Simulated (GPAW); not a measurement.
# CoO (I4/mmm) in GPAW: notebook

Runs on CoO. Level: LDA. Tasks: magnons.

All numbers are computed with GPAW 26.7.0; they aren't measurements. Logs are shortened: lines on timing, memory, paths and dates and some standing lists are left out, and cuts for length are marked. The log counts tension as positive stress, the text compression.

### Step 1. Starting point

The structure is tetragonal, space group I4/mmm (No. 139). The conventional cell has a = 2.996 Å, b = 2.996 Å, c = 4.186 Å, α = 90.00°, β = 90.00°, γ = 90.00°. Co (site symmetry 4/mmm) is surrounded by 6 O at 2.09 to 2.12 Å. O (site symmetry 4/mmm) is surrounded by 6 Co at 2.09 to 2.12 Å.

### Step 2. Magnons, LDA, collinear spin, ferromagnetic start

The input, run.py:

```python
import numpy as np
from ase.dft.bandgap import bandgap
from ase.io import read, write
from gpaw import GPAW, PW
from gpaw.response import ResponseContext, ResponseGroundStateAdapter
from gpaw.response.chiks import ChiKSCalculator
from gpaw.response.heisenberg import calculate_fm_magnon_energies
from gpaw.response.localft import LocalFTCalculator
from gpaw.response.mft import IsotropicExchangeCalculator
from gpaw.response.site_kernels import SphericalSiteKernels

atoms = read('POSCAR')
atoms.set_initial_magnetic_moments([3.0, 0.0])

calc = GPAW(mode=PW(550),
            xc='LDA',
            kpts={'size': (10, 10, 10), 'gamma': True},
            occupations={'name': 'fermi-dirac', 'width': 0.05},
            nbands=17,
            convergence={'density': 0.0001},
            maxiter=150,
            txt='gpaw.txt')
atoms.calc = calc
energy = atoms.get_potential_energy()
calc.write('gs.gpw')
write('result.traj', atoms)
print(f'Energy: {energy:.6f} eV')
print('Moments:', calc.get_magnetic_moments().round(3))
print('Fermi level:', round(calc.get_fermi_level(), 4), 'eV')
print(f'Gap: {bandgap(calc)[0]:.4f} eV, direct: {bandgap(calc, direct=True)[0]:.4f} eV')

dense = calc.fixed_density(kpts={'size': (6, 6, 6), 'gamma': True},
                           nbands=32, convergence={'bands': 26, 'eigenstates': 1e-12},
                           update_fermi_level=True, maxiter=300, txt='dense.txt')
dense.write('dense.gpw', mode='all')

sites = [0]
moments = calc.get_magnetic_moments()[sites]
q_qc = np.array([[0.0, 0.0, 0.0], [0.1666666667, 0.0, 0.0], [0.3333333333, 0.0, 0.0], [0.5, 0.0, 0.0], [0.1666666667, 0.1666666667, 0.0], [0.3333333333, 0.3333333333, 0.0], [0.5, 0.5, 0.0]])
gs = ResponseGroundStateAdapter.from_gpw_file('dense.gpw')
context = ResponseContext(txt='mft.txt')
chiks = ChiKSCalculator(gs, context, ecut=150, nbands=26, gammacentered=True)
exchange = IsotropicExchangeCalculator(chiks, LocalFTCalculator.from_rshe_parameters(gs, context))
kernels = SphericalSiteKernels(atoms.positions[sites], [[0.994] * len(sites)])
J_qab = np.array([exchange(q_c, kernels)[..., 0] for q_c in q_qc])
E_qn = calculate_fm_magnon_energies(J_qab, q_qc, moments)
np.savetxt('exchange.dat', np.c_[q_qc, 1000 * J_qab.real.reshape((len(q_qc), -1))], fmt='%.4f')
np.savetxt('magnons.dat', np.c_[q_qc, 1000 * E_qn.real], fmt='%.4f')
for q_c, E_n in zip(q_qc, E_qn):
    print(q_c.round(4), 'magnon energies (meV):', (1000 * E_n.real).round(2))
```

The input, POSCAR:

```
CoO
1.0
   -1.4978793267      1.4978793267      2.0931073140
    1.4978793267     -1.4978793267      2.0931073140
    1.4978793267      1.4978793267     -2.0931073140
Co O
1 1
Direct
    0.0000000000      0.0000000000      0.0000000000
    0.5000000000      0.5000000000      0.0000000000
```

Potentials or basis: the program's PAW data sets (release 1.2.1) made for this functional, pw.

Started as:

```
> OMP_NUM_THREADS=1 python run.py
```

gpaw.txt:

```text
__  _  _
 | _ |_)|_||  |
 |__||  | ||/\| - 26.7.0

Input parameters:
  mode=PW(ecut=550.0),
  convergence={'density': 0.0001},
  kpts=MonkhorstPack(size=(10, 10, 10), gamma=True),
  maxiter=150,
  nbands=17,
  occupations=Occupations(name='fermi-dirac', width=0.05),
  xc=XC(name='LDA')

Diagonalizing LCAO Hamiltonian
Converting LCAO to pw mode

       O

       Co

Atoms  # Å, Bohr magnetons
|   | symbol |        x |        y |        z |    initial magnetic moments |
|---|--------|----------|----------|----------|-----------------------------|
| 0 |     Co | 0.000000 | 0.000000 | 0.000000 | ( 0.0000,  0.0000,  3.0000) |
| 1 |      O | 0.000000 | 0.000000 | 2.093107 | ( 0.0000,  0.0000,  0.0000) |

Unit cell  # Å
| periodic |         x |         y |         z |  lengths |     angles |
|----------|-----------|-----------|-----------|----------|------------|
|      yes | -1.497879 |  1.497879 |  2.093107 | 2.977983 | 119.604700 |
|      yes |  1.497879 | -1.497879 |  2.093107 | 2.977983 | 119.604700 |
|      yes |  1.497879 |  1.497879 | -2.093107 | 2.977983 |  90.686055 |

Number of symmetries: 16
Symmetry operations  # r_c * U_cc + t_c -> r_c
|    | kind |            matrix            |
|----|------|------------------------------|
|  0 |  σ   |  1, 1, 1,  0, 0,-1,  0,-1, 0 |
|  1 |  C4  |  1, 1, 1,  0, 0,-1, -1, 0, 0 |
|  2 |  E   |  1, 0, 0,  0, 1, 0,  0, 0, 1 |
|  3 |  σ   |  1, 0, 0,  0, 1, 0, -1,-1,-1 |
|  4 |  σ   |  0, 1, 0,  1, 0, 0,  0, 0, 1 |
|  5 |  C2  |  0, 1, 0,  1, 0, 0, -1,-1,-1 |
|  6 |  C2  |  0, 0, 1, -1,-1,-1,  1, 0, 0 |
|  7 |  S4  |  0, 0, 1, -1,-1,-1,  0, 1, 0 |
|  8 |  C4  |  0, 0,-1,  1, 1, 1,  0,-1, 0 |
|  9 |  σ   |  0, 0,-1,  1, 1, 1, -1, 0, 0 |
| 10 |  σ   |  0,-1, 0, -1, 0, 0,  1, 1, 1 |
| 11 |  C2  |  0,-1, 0, -1, 0, 0,  0, 0,-1 |
| 12 |  C2  | -1, 0, 0,  0,-1, 0,  1, 1, 1 |
| 13 |  i   | -1, 0, 0,  0,-1, 0,  0, 0,-1 |
| 14 |  S4  | -1,-1,-1,  0, 0, 1,  1, 0, 0 |
| 15 |  C2  | -1,-1,-1,  0, 0, 1,  0, 1, 0 |

BZ-sampling:
  Number of BZ points: 1000
  Number of IBZ points: 102

  Monkhorst-Pack size: [10, 10, 10]
  Monkhorst-Pack shift: [0.05, 0.05, 0.05]

K-points  # in reciprocal-cell coordinates
|     |                                coordinates |     weight |
|-----|--------------------------------------------|------------|
|   0 | (  0.00000000,   0.00000000,   0.00000000) | 0.00100000 |
|   1 | (  0.10000000,  -0.10000000,   0.00000000) | 0.00400000 |
|   2 | (  0.10000000,  -0.10000000,   0.10000000) | 0.00400000 |
|   3 | (  0.10000000,   0.00000000,   0.00000000) | 0.00800000 |
|   4 | (  0.10000000,   0.10000000,  -0.10000000) | 0.00200000 |
|   5 | (  0.20000000,  -0.20000000,   0.00000000) | 0.00400000 |
|   6 | (  0.20000000,  -0.20000000,   0.10000000) | 0.00800000 |
|   7 | (  0.20000000,  -0.20000000,   0.20000000) | 0.00400000 |
|   8 | (  0.20000000,  -0.10000000,   0.00000000) | 0.01600000 |
|   9 | (  0.20000000,  -0.10000000,   0.10000000) | 0.00800000 |
| ... |                                            |            |
| 101 | (  0.50000000,   0.50000000,   0.50000000) | 0.00100000 |

Plane wave coefficients: 560
Cutoff: 550.0 eV

Spin-components: 2 (collinear spins)
Bands:           17
Projectors:      11
Spin-degeneracy: 1
Datatype:        complex128

Parallelization:
  kpt:    1
  domain: 1
  band:   1

Density:
  Valence electrons: 15.0
  Components: 2
  Grid points: [18 18 18]
  Charge: 0.0  # |e|

Potential:
  Grid points: [18 18 18]

species:
  Co:
    name:    Cobalt
    Z:       27.0
    valence: 9
    core:    18
    charge:  0.0  # [|e|]
    compensation charges:
      type: gauss
      rc: 0.32  # [Å]
      lmax: 2
    cutoffs:
      filter: 1.87  # [Å]
      core: 2.55  # [Å]
    projectors
    | kind |    occ | energy [eV] | rcut [Å] |
    |------|--------|-------------|----------|
    |   4s |  2.000 |      -5.672 |    1.005 |
    |   4p |  0.000 |      -1.387 |    1.058 |
    |   3d |  7.000 |      -8.461 |    1.005 |
    |    s |        |      21.539 |    1.005 |
    |    p |        |      25.825 |    1.058 |
    |    d |        |      18.750 |    1.005 |

    Using partial waves for Co as LCAO basis

  O:
    name:    Oxygen
    Z:       8.0
    valence: 6
    core:    2
    charge:  0.0  # [|e|]
    compensation charges:
      type: gauss
      rc: 0.21  # [Å]
      lmax: 2
    cutoffs:
      filter: 1.17  # [Å]
      core: 0.83  # [Å]
    projectors
    | kind |    occ | energy [eV] | rcut [Å] |
    |------|--------|-------------|----------|
    |   2s |  2.000 |     -23.752 |    0.688 |
    |   2p |  4.000 |      -9.195 |    0.598 |
    |    s |        |       3.459 |    0.688 |
    |    p |        |      18.016 |    0.598 |
    |    d |        |       0.000 |    0.619 |

    Using partial waves for O as LCAO basis

Reference energy: -39866.174772  # eV

eigensolver:
  PPCG
  Converge bands: occupied
  niter=2

density mixing:
  MSR1-Mixer
  Pratt-step length: 0.05
  Maximum mixing coefficient: 0.75
  Old densities: 10
  SVD Regularization: 0.005
  Good broyden scale: 1.0
  Trust region scale: 1.0
  Backstep threshold: 4.0
  History deletion threshold: 6.0
  Fourier metric: weight=20.0, sigma=0.015

occupation numbers:
  Fermi-Dirac:
    width: 0.0500  # eV

poisson solver:
  ecut: 4400.0  # eV

xc functional:
  name: None

convergence criteria:
- Maximum integral of absolute [dens]ity change: 0.0001 electrons / valence electron
- Maximum [total energy] change in last 3 cyles: 0.0005 eV / valence electron
- Maximum integral of absolute [eigenst]ate change: 4e-08 eV^2 / valence electron
maximum number of iterations: 150

SCF iterations
|iter     | |      energy | eigst |  dens |  magmom |
|---------|-|-------------|-------|-------|---------|
|iter:   1| |  -16.503691 | -0.00 |       |  +3.0020|
|iter:   2| |  -16.317901 | -2.03 | -0.92 |  +3.0019|
|iter:   3| |  -15.960648 | -2.19 | -0.96 |  +2.9992|
|iter:   4| |  -15.989922 | -2.81 | -1.26 |  +2.8996|
|iter:   5| |  -15.995451 | -3.03 | -1.57 |  +2.8750|
|iter:   6| |  -15.998261 | -3.52 | -1.64 |  +2.7885|
|iter:   7| |  -15.998350c| -5.53 | -2.54 |  +2.7825|
|iter:   8| |  -15.998378c| -6.00 | -3.05 |  +2.7814|
|iter:   9| |  -15.998386c| -7.45c| -3.57 |  +2.7827|
|iter:  10| |  -15.998397c| -6.96 | -3.84 |  +2.7846|
|iter:  11| |  -15.998399c| -7.85c| -4.42c|  +2.7847|

Converged in 11 steps
Energy contributions relative to reference atoms: (reference = -39866.174772)

Energy contributions:
  Kinetic:          22.237254
  Coulomb:         -19.115798
  Zero:              0.061154
  External:          0.000000
  Xc:              -19.164119
  Entropy:          -0.033782
  Spinorbit:         0.000000
  ----------------------------
  Free energy:     -16.015290
  Extrapolated:    -15.998399

dipole moment: (-8.218696, -8.218696, 0.265046)  # |e|*Ang

Total magnetic moment: (0.000000, 0.000000, 2.784732)

Local magnetic moments
|        x |        y |        z |
|----------|----------|----------|
| 0.000000 | 0.000000 | 2.385495 |  # Co   0
| 0.000000 | 0.000000 | 0.232077 |  # O    1

Fermi level: 8.863
Eigenvalues  # (at kpt = [0.000, 0.000, 0.000])
| band index |      eig [eV] | occ [0-1] |      eig [eV] | occ [0-1] |
|------------|---------------|-----------|---------------|-----------|
|          0 |       -11.618 |     1.000 |       -11.110 |     1.000 |
|          1 |         5.323 |     1.000 |         5.883 |     1.000 |
|          2 |         5.366 |     1.000 |         5.942 |     1.000 |
|          3 |         5.366 |     1.000 |         5.942 |     1.000 |
|          4 |         5.716 |     1.000 |         7.666 |     1.000 |
|          5 |         5.716 |     1.000 |         7.666 |     1.000 |
|          6 |         5.769 |     1.000 |         7.731 |     1.000 |
|          7 |         5.771 |     1.000 |         8.395 |     1.000 |
|          8 |         5.794 |     1.000 |         8.401 |     1.000 |
|          9 |         9.772 |     0.000 |        10.323 |     0.000 |
|         10 |        25.557 |     0.000 |        25.630 |     0.000 |
|         11 |        26.831 |     0.000 |        27.513 |     0.000 |
|         12 |        26.831 |     0.000 |        27.513 |     0.000 |
|         13 |        26.859 |     0.000 |        27.521 |     0.000 |
|         14 |        30.181 |     0.000 |        31.052 |     0.000 |
|         15 |        30.181 |     0.000 |        31.052 |     0.000 |
|         16 |        30.636 |     0.000 |        31.514 |     0.000 |

No gap
No difference between direct/indirect transitions
# Writing to gs.gpw (mode='')
```

It took 2.9 min on 1 thread of Arm Neoverse V1, shared host; peak memory 0.36 GiB.

What came out:

```
Free energy            : -16.0153 eV
Band gap on the k mesh : none (metal or under the smearing width)
Net moment             : 2.78 μB per cell
Site moments           : Co +2.39; O +0.23 μB
```

Caveat: the k mesh is coarse (spacing up to 0.49 Å⁻¹), so the values aren't converged; the number of bands moves the energies at small q by some ten meV; the exchange constants hang on this mesh and on the site radius; magnon energies are noisy on this mesh; a cell with one magnetic atom can't hold antiferromagnetic order, which such compounds often take; semilocal functionals often make such compounds metallic where correlation or magnetic order opens a gap, which also shifts bond lengths.

(Part 1 of 3 ends here.)
